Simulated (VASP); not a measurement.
# AgCl (Chlorargyrite) (Fm-3m) in VASP: further runs

AgCl (Chlorargyrite) is run at these levels: PBEsol, PBE, LDA; tasks: single point.

Program: VASP 6.6.1. These are calculated values, not measurements. Logs are shortened: lines on timing, memory, paths and dates and some standing lists are left out, and cuts for length are marked.

**Experimental background.**

A printed reference work, data compilation reports, for a bulk crystal of AgCl: band gap 3.249 eV (indirect).

How close the calculation comes is told below.

## (1) The cell of the first run

Symmetry: Fm-3m, No. 225, cubic system. Conventional cell: a = 5.470 Å, b = 5.470 Å, c = 5.470 Å, α = 90.00°, β = 90.00°, γ = 90.00°. Ag (site symmetry m-3m) has 6 Cl at 2.73 Å within 3.6 Å. Cl (site symmetry m-3m) has 6 Ag at 2.73 Å within 3.6 Å.

## (2) Single point, PBEsol, non-collinear spin, zero start, spin-orbit coupling

INCAR reads:

```
SYSTEM = AgCl
PREC = Accurate
ENCUT = 520
EDIFF = 1E-7
ISMEAR = -1
SIGMA = 0.05
LREAL = .False.
LASPH = .True.
NELM = 150
ALGO = Normal
ISIF = 2
LWAVE = .False.
LCHARG = .False.
MAGMOM = 0 0 0 0 0 0
LORBIT = 11
LSORBIT = .True.
GGA_COMPAT = .False.
LORBMOM = .True.
LMAXMIX = 4
GGA = PS
NBANDS = 30
```

KPOINTS reads:

```
Automatic mesh
0
Gamma
  8 8 8
  0 0 0
```

POSCAR reads:

```
AgCl
1.0
    0.0000000000      2.7350000000      2.7350000000
    2.7350000000      0.0000000000      2.7350000000
    2.7350000000      2.7350000000      0.0000000000
Ag Cl
1 1
Direct
    0.0000000000      0.0000000000      0.0000000000
    0.5000000000      0.5000000000      0.5000000000
```

Potentials or basis: VASP PAW PBE potentials, release 64 (Ag, Cl).

The run is started by

```sh
> cat potpaw_PBE.64/Ag/POTCAR potpaw_PBE.64/Cl/POTCAR > POTCAR
> mpirun -np 1 vasp_ncl > vasp.out
```

OUTCAR:

```text
SYSTEM = AgCl
   PREC = Accurate
   ENCUT = 520
   EDIFF = 1E-7
   ISMEAR = -1
   LREAL = .False.
   LASPH = .True.
   NELM = 150
   ISIF = 2
   LORBIT = 11
   LSORBIT = .True.
   GGA = PS

 ion  position               nearest neighbor table
   1  0.000  0.000  0.000-   2 2.73   2 2.73   2 2.73   2 2.73   2 2.73   2 2.73
   2  0.500  0.500  0.500-   1 2.73   1 2.73   1 2.73   1 2.73   1 2.73   1 2.73

  LATTYP: Found a face centered cubic cell.
 ALAT       =     5.4700000000

  Lattice vectors:

 A1 = (   0.0000000000,   2.7350000000,   2.7350000000)
 A2 = (   2.7350000000,   0.0000000000,   2.7350000000)
 A3 = (   2.7350000000,   2.7350000000,   0.0000000000)

Analysis of symmetry for initial positions (statically):
=====================================================================
 Subroutine PRICEL returns:
 Original cell was already a primitive cell.

 Routine SETGRP: Setting up the symmetry group for a
 face centered cubic supercell.

 Subroutine GETGRP returns: Found 48 space group operations
 (whereof 48 operations were pure point group operations)
 out of a pool of 48 trial point group operations.

The static configuration has the point symmetry O_h .

Analysis of symmetry for dynamics (positions and initial velocities):
=====================================================================
 Subroutine PRICEL returns:
 Original cell was already a primitive cell.

 Routine SETGRP: Setting up the symmetry group for a
 face centered cubic supercell.

 Subroutine GETGRP returns: Found 48 space group operations
 (whereof 48 operations were pure point group operations)
 out of a pool of 48 trial point group operations.

The dynamic configuration has the point symmetry O_h .

Analysis of structural, dynamic, and magnetic symmetry:
=====================================================================
 Subroutine PRICEL returns:
 Original cell was already a primitive cell.

 Routine SETGRP: Setting up the symmetry group for a
 face centered cubic supercell.

 Subroutine GETGRP returns: Found 48 space group operations
 (whereof 48 operations were pure point group operations)
 out of a pool of 48 trial point group operations.

The overall configuration has the point symmetry O_h .

 Subroutine INISYM returns: Found 48 space group operations
 (whereof 48 operations are pure point group operations),
 and found     1 'primitive' translations

----------------------------------------------------------------------------------------

                                     Primitive cell

  volume of cell :      40.9168

  direct lattice vectors                    reciprocal lattice vectors
     0.000000000  2.735000000  2.735000000    -0.182815356  0.182815356  0.182815356
     2.735000000  0.000000000  2.735000000     0.182815356 -0.182815356  0.182815356
     2.735000000  2.735000000  0.000000000     0.182815356  0.182815356 -0.182815356

  length of vectors
     3.867874093  3.867874093  3.867874093     0.316645486  0.316645486  0.316645486

  position of ions in fractional coordinates (direct lattice)
     0.000000000  0.000000000  0.000000000
     0.500000000  0.500000000  0.500000000

  ion indices of the primitive-cell ions
   primitive index   ion index
                 1           1
                 2           2

----------------------------------------------------------------------------------------

 KPOINTS: Automatic mesh

Automatic generation of k-mesh.
 Grid dimensions read from file:
 generate k-points for:    8    8    8

 Generating k-lattice:

  Cartesian coordinates                     Fractional coordinates (reciprocal lattice)
    -0.022851920  0.022851920  0.022851920     0.125000000  0.000000000  0.000000000
     0.022851920 -0.022851920  0.022851920     0.000000000  0.125000000  0.000000000
     0.022851920  0.022851920 -0.022851920     0.000000000  0.000000000  0.125000000

[... 86 lines left out ...]
   LRPA    =     F    only Hartree local field effects (RPA)
  energy-cutoff  :      520.00
  volume of cell :       40.92
 maximum number of plane-waves:      2248
 NGX is ok and might be reduce to    30
   NGX = 15   NGY = 15   NGZ = 15

 number of electron      18.0000002 magnetization      -0.0000000     -0.0000000     -0.0000000

 number of electron      18.0000002 magnetization       0.0000000      0.0000000      0.0000000

 Free energy of the ion-electron system (eV)
  ---------------------------------------------------
  ext. energy  EPLUGINS =         0.00000000
  ---------------------------------------------------
  free energy    TOTEN  =        -6.08098855 eV

  energy without entropy =       -6.08097533  energy(sigma->0) =       -6.08098194

 E-fermi :   4.6991     XC(G=0): -10.4348

 val. band max:        4.2905495617   @ k =   0.5000   0.0000   0.0000
 cond. band min:       4.9742721601   @ k =   0.0000   0.0000   0.0000
 fundamental gap:      0.6837225984
 Fermi energy:         4.6990920633

 k-point     1 :       0.0000    0.0000    0.0000
  band No.  band energies     occupation
      1     -11.1786      1.00000
      2     -11.1786      1.00000
      3       1.2952      1.00000
      4       1.2952      1.00000
      5       1.2952      1.00000
      6       1.2952      1.00000
[... 781 lines left out ...]
     29      17.7638      0.00000
     30      17.7638      0.00000

 [... further k-points ...]
[... 5 lines left out ...]
  --------------------------------------------------------------------------------------
  -------------------------------------------------------------------------------------
  Total       -0.2060281     -0.2060281     -0.2060281      0.0000000      0.0000000     -0.0000000
  in kB       -8.0674282     -8.0674282     -8.0674282      0.0000000      0.0000000     -0.0000000
  external PRESSURE =      -8.0674282 kB  Pullay stress =       0.0000000 kB

 VOLUME and BASIS-vectors are now :
 -----------------------------------------------------------------------------
  energy-cutoff  :      520.00
  volume of cell :       40.92
      direct lattice vectors                 reciprocal lattice vectors
     0.000000000  2.735000000  2.735000000    -0.182815356  0.182815356  0.182815356
     2.735000000  0.000000000  2.735000000     0.182815356 -0.182815356  0.182815356
     2.735000000  2.735000000  0.000000000     0.182815356  0.182815356 -0.182815356

 POSITION                                       TOTAL-FORCE (eV/Angst)
 -----------------------------------------------------------------------------------
      0.00000      0.00000      0.00000         0.000000      0.000000      0.000000
      2.73500      2.73500      2.73500        -0.000000      0.000000     -0.000000
 -----------------------------------------------------------------------------------
    total drift:                                0.000000      0.000000      0.000000

  FREE ENERGIE OF THE ION-ELECTRON SYSTEM (eV)
  ---------------------------------------------------
  free  energy   TOTEN  =        -6.0809885485 eV

  energy  without entropy=       -6.0809753271  energy(sigma->0) =       -6.08098194

 orbital moment (x)

 # of ion     p       d       tot
 ----------------------------------------
  1        -0.000  -0.000  -0.000
  2         0.000   0.000   0.000
 ----------------------------------------
            0.000  -0.000  -0.000

 orbital moment (y)

 # of ion     p       d       tot
 ----------------------------------------
  1         0.000  -0.000  -0.000
  2        -0.000   0.000  -0.000
 ----------------------------------------
           -0.000  -0.000  -0.000

 orbital moment (z)

 # of ion     p       d       tot
 ----------------------------------------
  1         0.000   0.000   0.000
  2         0.000   0.000   0.000
 ----------------------------------------
            0.000   0.000   0.000

 Spin-Orbit-Coupling matrix elements

 Ion:    1  E_soc:     -0.0386615
 l=   1
     0.0000000    -0.0009280    -0.0009280
    -0.0009280     0.0000000    -0.0009280
    -0.0009280    -0.0009280     0.0000000
 l=   2
     0.0000000    -0.0011270     0.0000000    -0.0011270    -0.0043886
    -0.0011270     0.0000000    -0.0032914    -0.0011270    -0.0010971
     0.0000000    -0.0032914     0.0000000    -0.0032914     0.0000000
    -0.0011270    -0.0011270    -0.0032914     0.0000000    -0.0010971
    -0.0043886    -0.0010971     0.0000000    -0.0010971     0.0000000
 l=   3
     0.0000000     0.0000000     0.0000000     0.0000000     0.0000000     0.0000000     0.0000000
     0.0000000     0.0000000     0.0000000     0.0000000     0.0000000     0.0000000     0.0000000
     0.0000000     0.0000000     0.0000000     0.0000000     0.0000000     0.0000000     0.0000000
     0.0000000     0.0000000     0.0000000     0.0000000     0.0000000     0.0000000     0.0000000
     0.0000000     0.0000000     0.0000000     0.0000000     0.0000000     0.0000000     0.0000000
     0.0000000     0.0000000     0.0000000     0.0000000     0.0000000     0.0000000     0.0000000
     0.0000000     0.0000000     0.0000000     0.0000000     0.0000000     0.0000000     0.0000000

 Ion:    2  E_soc:     -0.0034731
 l=   1
     0.0000000    -0.0005788    -0.0005788
    -0.0005788     0.0000000    -0.0005788
    -0.0005788    -0.0005788     0.0000000
 l=   2
     0.0000000     0.0000000     0.0000000     0.0000000     0.0000000
     0.0000000     0.0000000     0.0000000     0.0000000     0.0000000
     0.0000000     0.0000000     0.0000000     0.0000000     0.0000000
     0.0000000     0.0000000     0.0000000     0.0000000     0.0000000
     0.0000000     0.0000000     0.0000000     0.0000000     0.0000000
 l=   3
     0.0000000     0.0000000     0.0000000     0.0000000     0.0000000     0.0000000     0.0000000
     0.0000000     0.0000000     0.0000000     0.0000000     0.0000000     0.0000000     0.0000000
     0.0000000     0.0000000     0.0000000     0.0000000     0.0000000     0.0000000     0.0000000
     0.0000000     0.0000000     0.0000000     0.0000000     0.0000000     0.0000000     0.0000000
     0.0000000     0.0000000     0.0000000     0.0000000     0.0000000     0.0000000     0.0000000
     0.0000000     0.0000000     0.0000000     0.0000000     0.0000000     0.0000000     0.0000000
     0.0000000     0.0000000     0.0000000     0.0000000     0.0000000     0.0000000     0.0000000

 total charge

# of ion       s       p       d       tot
------------------------------------------
    1        0.213   0.158   9.358   9.729
    2        1.594   3.439   0.000   5.033
--------------------------------------------------
tot          1.807   3.597   9.358  14.762

 magnetization (x)

# of ion       s       p       d       tot
------------------------------------------
    1        0.000   0.000   0.000   0.000
    2        0.000   0.000   0.000   0.000
--------------------------------------------------
tot          0.000   0.000   0.000   0.000

 magnetization (y)

# of ion       s       p       d       tot
------------------------------------------
    1        0.000   0.000   0.000   0.000
    2       -0.000   0.000   0.000  -0.000
--------------------------------------------------
tot         -0.000   0.000   0.000   0.000

 magnetization (z)

# of ion       s       p       d       tot
------------------------------------------
    1        0.000  -0.000   0.000  -0.000
    2        0.000   0.000   0.000   0.000
--------------------------------------------------
tot          0.000   0.000   0.000   0.000
```

Run time: 60 s. Hardware: 1 thread of Intel Xeon Platinum 8488C (Sapphire Rapids), shared host; peak memory 0.3 GiB.

Results:

```
Free energy                                           : -6.0810 eV
Pressure                                              : -0.8 GPa
Net moment                                            : 0.00 μB per cell
Valence electrons inside the program's atomic spheres : Ag 9.73; Cl 5.03
```

Moments on the atoms (μB; x, y, z):
```
Ag  0.00 0.00 0.00
Cl  0.00 0.00 0.00
```

Caveat: the PAW data sets were made with another functional, which shifts forces and pressure a little.

## (3) Single point, PBE

INCAR reads:

```
SYSTEM = AgCl
ALGO = Normal
EDIFF = 1E-6
ENCUT = 500
GGA = PE
GGA_COMPAT = .False.
ISIF = 2
ISMEAR = -1
LASPH = .True.
LCHARG = .True.
LELF = .True.
LREAL = .False.
LVHAR = .True.
LWAVE = .False.
NBANDS = 16
NELM = 120
PREC = Accurate
SIGMA = 0.02
```

KPOINTS reads:

```
k-points
0
Gamma
  8 8 8
  0 0 0
```

POSCAR is that of step 2.

Potentials or basis: VASP PAW PBE potentials, release 64 (Ag, Cl).

The run is started by

```sh
> cat potpaw_PBE.64/Ag/POTCAR potpaw_PBE.64/Cl/POTCAR > POTCAR
> mpirun -np 1 vasp_std > vasp.out
```

Wall time 15 s (1 thread of Intel Xeon 6975P-C, shared host); peak memory 0.16 GiB.

It converged, with:

* Free energy: -5.3656 eV
* Pressure: 3.8 GPa
* Band gap on the k mesh: 0.90 eV, indirect (least direct gap 3.32 eV)

Levels at points of the mesh, in eV from the valence-band top:
| k point | band 6 | band 7 | band 8 | band 9 | band 10 | band 11 | band 12 | band 13 |
| --- | --- | --- | --- | --- | --- | --- | --- | --- |
| (0.00, 0.00, 0.00) | -2.57 | -2.50 | -2.50 | -2.50 | 0.90 | 10.84 | 10.84 | 10.84 |
| (0.50, 0.00, 0.00) | -2.21 | -1.87 | 0.00 | 0.00 | 4.13 | 6.77 | 7.59 | 7.59 |
| (0.50, 0.50, 0.00) | -2.36 | -2.08 | -2.08 | -1.96 | 2.31 | 7.96 | 8.77 | 11.73 |

A k mesh can miss the band edges.

## (4) Single point, PBEsol

This run uses another cell than the first one, of 19.64 Å³/atom, 0.960 times its volume.

INCAR reads:

```
ALGO = Normal ; EDIFF = 1E-6
ENCUT = 500 ; GGA = PS
GGA_COMPAT = F ; ISIF = 2
ISMEAR = -1 ; LASPH = T
LCHARG = T ; LELF = T
LREAL = F ; LVHAR = T
LWAVE = F ; NBANDS = 16
NELM = 120 ; PREC = Accurate
SIGMA = 0.05
```

KPOINTS reads:

```
k-points
0
Gamma
  8 8 8
```

POSCAR reads:

```
AgCl
1.0
    0.0000000000      2.6980360093      2.6980360093
    2.6980360093      0.0000000000      2.6980360093
    2.6980360093      2.6980360093      0.0000000000
Ag Cl
1 1
Direct
    0.0000000000      0.0000000000      0.0000000000
    0.5000000000      0.5000000000      0.5000000000
```

The run is started by

```sh
> cat potpaw_PBE.64/Ag/POTCAR potpaw_PBE.64/Cl/POTCAR > POTCAR
> mpirun -np 1 vasp_std > vasp.out
```

Wall time 6.9 s (1 thread of Intel Xeon 6975P-C (Granite Rapids), shared host); peak memory 0.15 GiB.

It converged, with:

| Quantity | Value |
| --- | --- |
| Free energy | -6.0552 eV |
| Pressure | 1.6 GPa |
| Band gap on the k mesh | 0.72 eV, indirect (least direct gap 3.33 eV) |

Levels at points of the mesh, in eV from the valence-band top:
```
           k point  band 6  band 7  band 8  band 9  band 10  band 11  band 12  band 13
(0.00, 0.00, 0.00)   -2.80   -2.68   -2.68   -2.68     0.72    10.71    10.71    10.71
(0.50, 0.00, 0.00)   -2.38   -2.02    0.00    0.00     3.80     6.91     7.36     7.36
(0.50, 0.50, 0.00)   -2.56   -2.24   -2.24   -2.09     2.09     7.74     8.73    11.78
```

Caveat: the PAW data sets were made with another functional, which shifts forces and pressure a little.

## (5) Single point, LDA

This run uses another cell than the first one, of 19.23 Å³/atom, 0.940 times its volume.

INCAR reads:

```
SYSTEM = AgCl
PREC = Accurate ; ENCUT = 520
EDIFF = 1E-7 ; ISMEAR = -1
SIGMA = 0.05 ; LREAL = .False.
LASPH = .True. ; NELM = 60
ALGO = Normal ; ISIF = 2
LWAVE = .False. ; LCHARG = .True.
LELF = .True. ; LVHAR = .True.
NBANDS = 16
```

KPOINTS reads:

```
regular mesh
0
Gamma
  8 8 8
  0 0 0
```

POSCAR reads:

```
AgCl
1.0
    0.0000000000      2.6791680073      2.6791680073
    2.6791680073      0.0000000000      2.6791680073
    2.6791680073      2.6791680073      0.0000000000
Ag Cl
1 1
Direct
    0.0000000000      0.0000000000      0.0000000000
    0.5000000000      0.5000000000      0.5000000000
```

Potentials or basis: VASP PAW LDA potentials, release 64 (Ag, Cl).

The run is started by

```sh
> cat potpaw_LDA.64/Ag/POTCAR potpaw_LDA.64/Cl/POTCAR > POTCAR
> mpirun -np 1 vasp_std > vasp.out
```

OUTCAR:

```text
SYSTEM = AgCl
   PREC = Accurate
   ENCUT = 520
   EDIFF = 1E-7
   ISMEAR = -1
   LREAL = .False.
   LASPH = .True.
   NELM = 60
   ISIF = 2

 ion  position               nearest neighbor table
   1  0.000  0.000  0.000-   2 2.68   2 2.68   2 2.68   2 2.68   2 2.68   2 2.68
   2  0.500  0.500  0.500-   1 2.68   1 2.68   1 2.68   1 2.68   1 2.68   1 2.68

  LATTYP: Found a face centered cubic cell.
 ALAT       =     5.3583360146

  Lattice vectors:

 A1 = (   0.0000000000,   2.6791680073,   2.6791680073)
 A2 = (   2.6791680073,   0.0000000000,   2.6791680073)
 A3 = (   2.6791680073,   2.6791680073,   0.0000000000)
[... 624 lines left out ...]
      5       2.3911      2.00000
      6       2.4751      2.00000
[... 8 lines left out ...]
     15      18.6253      0.00000
     16      20.1661      0.00000

 [... further k-points ...]
[... 5 lines left out ...]
  --------------------------------------------------------------------------------------
  -------------------------------------------------------------------------------------
  Total       -0.0332042     -0.0332042     -0.0332042      0.0000000      0.0000000     -0.0000000
  in kB       -1.3831627     -1.3831627     -1.3831627      0.0000000      0.0000000     -0.0000000
  external PRESSURE =      -1.3831627 kB  Pullay stress =       0.0000000 kB

 VOLUME and BASIS-vectors are now :
 -----------------------------------------------------------------------------
  energy-cutoff  :      520.00
  volume of cell :       38.46
      direct lattice vectors                 reciprocal lattice vectors
     0.000000000  2.679168007  2.679168007    -0.186625101  0.186625101  0.186625101
     2.679168007  0.000000000  2.679168007     0.186625101 -0.186625101  0.186625101
     2.679168007  2.679168007  0.000000000     0.186625101  0.186625101 -0.186625101

 POSITION                                       TOTAL-FORCE (eV/Angst)
 -----------------------------------------------------------------------------------
      0.00000      0.00000      0.00000        -0.000000      0.000000     -0.000000
      2.67917      2.67917      2.67917         0.000000     -0.000000      0.000000
 -----------------------------------------------------------------------------------
    total drift:                                0.000000      0.000000      0.000000

  FREE ENERGIE OF THE ION-ELECTRON SYSTEM (eV)
  ---------------------------------------------------
  free  energy   TOTEN  =        -6.7930197513 eV

  energy  without entropy=       -6.7930004745  energy(sigma->0) =       -6.79301011
```

It used 45 s of CPU time on 1 thread of AMD EPYC 7R13 Processor (Zen 3), on a shared host.

Results:

```
Free energy            : -6.7930 eV
Pressure               : -0.1 GPa
Band gap on the k mesh : 0.65 eV, indirect (least direct gap 3.36 eV)
```

Levels at points of the mesh, in eV from the valence-band top:
```
           k point  band 7  band 8  band 9  band 10  band 11  band 12
(0.00, 0.00, 0.00)   -2.75   -2.75   -2.75     0.65    10.71    10.71
(0.50, 0.00, 0.00)   -2.13    0.00    0.00     3.68     6.94     7.24
(0.50, 0.50, 0.00)   -2.35   -2.35   -2.18     1.94     7.72     8.74
```

(Continued in part 2 of 2.)
